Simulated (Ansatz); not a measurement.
Born–Oppenheimer molecular dynamics of a periodic cell of 17 atoms, Mo₁₆H (host Mo, host structure bcc, interstitial H). It goes on from the last frame of an earlier run, with new velocities.

Level of theory: DFT PBE, scalar-relativistic, plane waves, PAW (Ansatz). Settings: accuracy low, cutoff 420 eV, k mesh 2x2x2, fermi-dirac smearing 0.15 eV, no spin polarisation.

| Item | Value |
| --- | --- |
| ensemble | NVT, Langevin thermostat |
| time step | 0.75 fs |
| steps asked | 300 |
| set temperature | 2100 K |
| friction | 0.02 /fs |
| seed | 903004 |

Frames 1.5 fs apart, positions in Å.

Velocities at 180 fs (Å/ps):

```
Mo -2.85 -7.16 2.50
Mo -6.37 1.97 -5.74
Mo -2.97 -2.47 -4.49
Mo -2.20 0.98 -4.07
Mo -3.22 1.82 -5.14
Mo 0.82 2.96 0.32
Mo 2.62 -2.46 -1.29
Mo -1.65 2.47 -11.01
Mo -1.90 -1.76 -4.33
Mo -4.29 -0.71 7.75
Mo -10.53 8.12 -5.46
Mo 2.66 -1.85 1.19
Mo 5.05 1.52 1.77
Mo 2.22 -4.92 -9.03
Mo 9.57 1.81 -1.64
Mo -0.03 -9.01 -3.25
H -18.25 15.30 50.53
```

```xyz
17
Lattice="6.3000 0.0000 0.0000 0.0000 6.3000 0.0000 0.0000 0.0000 6.3000" Properties=species:S:1:pos:R:3 time_fs=180 energy_less_start_eV=2.399 T=2447
Mo -0.095 0.013 -0.099
Mo 2.779 -0.172 -0.126
Mo -0.138 3.158 -0.191
Mo -0.235 -0.456 2.985
Mo 1.353 1.320 1.628
Mo 2.994 2.959 -0.042
Mo 3.166 -0.112 3.136
Mo 4.649 1.354 1.583
Mo 0.082 3.231 2.984
Mo 1.608 4.382 1.387
Mo 1.294 1.452 4.874
Mo 2.851 2.904 3.046
Mo 4.412 4.524 1.172
Mo 4.620 1.454 4.549
Mo 1.450 4.454 4.391
Mo 4.701 4.445 4.662
H 1.149 6.891 3.425
17
Lattice="6.3000 0.0000 0.0000 0.0000 6.3000 0.0000 0.0000 0.0000 6.3000" Properties=species:S:1:pos:R:3 time_fs=181.5 energy_less_start_eV=2.444 T=2505
Mo -0.100 0.002 -0.095
Mo 2.771 -0.170 -0.135
Mo -0.141 3.154 -0.199
Mo -0.239 -0.453 2.978
Mo 1.349 1.323 1.620
Mo 2.996 2.963 -0.041
Mo 3.170 -0.119 3.134
Mo 4.645 1.359 1.565
Mo 0.077 3.228 2.977
Mo 1.601 4.382 1.399
Mo 1.278 1.465 4.866
Mo 2.856 2.902 3.046
Mo 4.421 4.527 1.175
Mo 4.625 1.447 4.537
Mo 1.464 4.457 4.387
Mo 4.702 4.432 4.658
H 1.123 6.915 3.491
17
Lattice="6.3000 0.0000 0.0000 0.0000 6.3000 0.0000 0.0000 0.0000 6.3000" Properties=species:S:1:pos:R:3 time_fs=183 energy_less_start_eV=2.396 T=2299
Mo -0.104 -0.008 -0.088
Mo 2.765 -0.169 -0.142
Mo -0.144 3.151 -0.206
Mo -0.244 -0.447 2.971
Mo 1.349 1.323 1.615
Mo 3.000 2.967 -0.041
Mo 3.172 -0.127 3.133
Mo 4.639 1.365 1.548
Mo 0.070 3.221 2.970
Mo 1.596 4.382 1.408
Mo 1.263 1.477 4.860
Mo 2.862 2.900 3.044
Mo 4.430 4.531 1.179
Mo 4.630 1.441 4.525
Mo 1.479 4.459 4.383
Mo 4.700 4.421 4.654
H 1.110 6.931 3.514
17
Lattice="6.3000 0.0000 0.0000 0.0000 6.3000 0.0000 0.0000 0.0000 6.3000" Properties=species:S:1:pos:R:3 time_fs=184.5 energy_less_start_eV=2.200 T=2358
Mo -0.108 -0.017 -0.082
Mo 2.760 -0.168 -0.150
Mo -0.147 3.147 -0.215
Mo -0.248 -0.440 2.963
Mo 1.352 1.325 1.612
Mo 3.003 2.970 -0.043
Mo 3.174 -0.137 3.131
Mo 4.633 1.371 1.531
Mo 0.062 3.214 2.963
Mo 1.590 4.382 1.417
Mo 1.248 1.488 4.854
Mo 2.868 2.898 3.039
Mo 4.438 4.534 1.185
Mo 4.634 1.437 4.513
Mo 1.492 4.460 4.381
Mo 4.699 4.413 4.650
H 1.082 6.911 3.491
17
Lattice="6.3000 0.0000 0.0000 0.0000 6.3000 0.0000 0.0000 0.0000 6.3000" Properties=species:S:1:pos:R:3 time_fs=186 energy_less_start_eV=1.947 T=2716
Mo -0.110 -0.027 -0.077
Mo 2.753 -0.168 -0.157
Mo -0.151 3.143 -0.223
Mo -0.250 -0.430 2.952
Mo 1.356 1.326 1.609
Mo 3.004 2.973 -0.045
Mo 3.176 -0.145 3.129
Mo 4.627 1.378 1.513
Mo 0.052 3.206 2.955
Mo 1.581 4.383 1.425
Mo 1.235 1.501 4.849
Mo 2.875 2.896 3.033
Mo 4.447 4.536 1.194
Mo 4.638 1.433 4.501
Mo 1.506 4.461 4.381
Mo 4.696 4.405 4.642
H 1.058 6.857 3.430
17
Lattice="6.3000 0.0000 0.0000 0.0000 6.3000 0.0000 0.0000 0.0000 6.3000" Properties=species:S:1:pos:R:3 time_fs=187.5 energy_less_start_eV=1.775 T=2757
Mo -0.111 -0.037 -0.071
Mo 2.747 -0.169 -0.162
Mo -0.154 3.138 -0.229
Mo -0.252 -0.421 2.944
Mo 1.364 1.324 1.605
Mo 3.004 2.973 -0.048
Mo 3.178 -0.154 3.125
Mo 4.622 1.382 1.495
Mo 0.040 3.195 2.947
Mo 1.571 4.387 1.434
Mo 1.221 1.515 4.845
Mo 2.879 2.895 3.027
Mo 4.457 4.536 1.205
Mo 4.642 1.431 4.492
Mo 1.519 4.461 4.381
Mo 4.692 4.398 4.633
H 1.060 6.789 3.361
17
Lattice="6.3000 0.0000 0.0000 0.0000 6.3000 0.0000 0.0000 0.0000 6.3000" Properties=species:S:1:pos:R:3 time_fs=189 energy_less_start_eV=1.600 T=2726
Mo -0.110 -0.047 -0.067
Mo 2.743 -0.170 -0.167
Mo -0.155 3.135 -0.235
Mo -0.256 -0.414 2.937
Mo 1.372 1.325 1.598
Mo 3.003 2.974 -0.051
Mo 3.182 -0.161 3.120
Mo 4.617 1.385 1.476
Mo 0.026 3.183 2.939
Mo 1.559 4.391 1.442
Mo 1.207 1.528 4.839
Mo 2.884 2.896 3.019
Mo 4.467 4.533 1.218
Mo 4.646 1.430 4.484
Mo 1.533 4.459 4.382
Mo 4.689 4.390 4.624
H 1.098 6.744 3.303
17
Lattice="6.3000 0.0000 0.0000 0.0000 6.3000 0.0000 0.0000 0.0000 6.3000" Properties=species:S:1:pos:R:3 time_fs=190.5 energy_less_start_eV=1.351 T=2804
Mo -0.110 -0.057 -0.063
Mo 2.737 -0.173 -0.172
Mo -0.156 3.134 -0.240
Mo -0.257 -0.408 2.932
Mo 1.380 1.328 1.588
Mo 3.001 2.975 -0.054
Mo 3.186 -0.168 3.114
Mo 4.614 1.389 1.458
Mo 0.012 3.170 2.931
Mo 1.549 4.399 1.448
Mo 1.198 1.539 4.832
Mo 2.888 2.896 3.011
Mo 4.476 4.530 1.231
Mo 4.653 1.429 4.477
Mo 1.544 4.458 4.383
Mo 4.685 4.381 4.614
H 1.181 6.712 3.273
17
Lattice="6.3000 0.0000 0.0000 0.0000 6.3000 0.0000 0.0000 0.0000 6.3000" Properties=species:S:1:pos:R:3 time_fs=192 energy_less_start_eV=1.106 T=2745
Mo -0.110 -0.066 -0.060
Mo 2.734 -0.176 -0.175
Mo -0.155 3.132 -0.245
Mo -0.260 -0.403 2.927
Mo 1.387 1.331 1.575
Mo 2.998 2.978 -0.056
Mo 3.187 -0.175 3.106
Mo 4.612 1.395 1.443
Mo -0.003 3.158 2.922
Mo 1.540 4.409 1.454
Mo 1.191 1.550 4.824
Mo 2.892 2.895 3.006
Mo 4.484 4.526 1.244
Mo 4.660 1.428 4.468
Mo 1.558 4.455 4.386
Mo 4.679 4.372 4.604
H 1.304 6.678 3.270
17
Lattice="6.3000 0.0000 0.0000 0.0000 6.3000 0.0000 0.0000 0.0000 6.3000" Properties=species:S:1:pos:R:3 time_fs=193.5 energy_less_start_eV=0.993 T=3037
Mo -0.108 -0.075 -0.058
Mo 2.729 -0.180 -0.178
Mo -0.154 3.129 -0.249
Mo -0.263 -0.398 2.924
Mo 1.394 1.333 1.563
Mo 2.995 2.980 -0.058
Mo 3.188 -0.182 3.098
Mo 4.608 1.399 1.429
Mo -0.016 3.147 2.912
Mo 1.530 4.420 1.462
Mo 1.185 1.562 4.814
Mo 2.893 2.893 3.000
Mo 4.494 4.524 1.257
Mo 4.667 1.428 4.460
Mo 1.574 4.453 4.390
Mo 4.673 4.367 4.592
H 1.450 6.646 3.278
17
Lattice="6.3000 0.0000 0.0000 0.0000 6.3000 0.0000 0.0000 0.0000 6.3000" Properties=species:S:1:pos:R:3 time_fs=195 energy_less_start_eV=1.053 T=2847
Mo -0.107 -0.082 -0.056
Mo 2.723 -0.183 -0.178
Mo -0.153 3.125 -0.251
Mo -0.266 -0.391 2.921
Mo 1.401 1.338 1.552
Mo 2.992 2.980 -0.060
Mo 3.188 -0.189 3.090
Mo 4.603 1.403 1.415
Mo -0.030 3.136 2.901
Mo 1.519 4.431 1.471
Mo 1.181 1.571 4.803
Mo 2.895 2.889 2.994
Mo 4.503 4.522 1.270
Mo 4.674 1.429 4.453
Mo 1.590 4.452 4.395
Mo 4.668 4.362 4.580
H 1.582 6.619 3.300
17
Lattice="6.3000 0.0000 0.0000 0.0000 6.3000 0.0000 0.0000 0.0000 6.3000" Properties=species:S:1:pos:R:3 time_fs=196.5 energy_less_start_eV=1.210 T=2815
Mo -0.107 -0.090 -0.056
Mo 2.716 -0.184 -0.179
Mo -0.153 3.118 -0.253
Mo -0.267 -0.381 2.919
Mo 1.407 1.345 1.544
Mo 2.989 2.978 -0.060
Mo 3.191 -0.197 3.083
Mo 4.598 1.408 1.401
Mo -0.047 3.123 2.891
Mo 1.506 4.441 1.480
Mo 1.176 1.580 4.793
Mo 2.899 2.884 2.989
Mo 4.511 4.522 1.282
Mo 4.680 1.429 4.446
Mo 1.607 4.451 4.399
Mo 4.663 4.357 4.568
H 1.681 6.601 3.308
```

Of the whole run (225 fs, mean temperature of the second half 2227 K): A run of 0.23 ps of so small a system gives no equilibrium averages. Limits of this set-up: coarse k mesh, odd electron count without spin, a small cell, in which the defect meets its images, a typed lattice constant that wasn't relaxed here, low accuracy level.

The run took 23 min on 2 threads of AMD EPYC 7B13 (Zen 3), with other jobs on the host, peak memory 1 GiB.
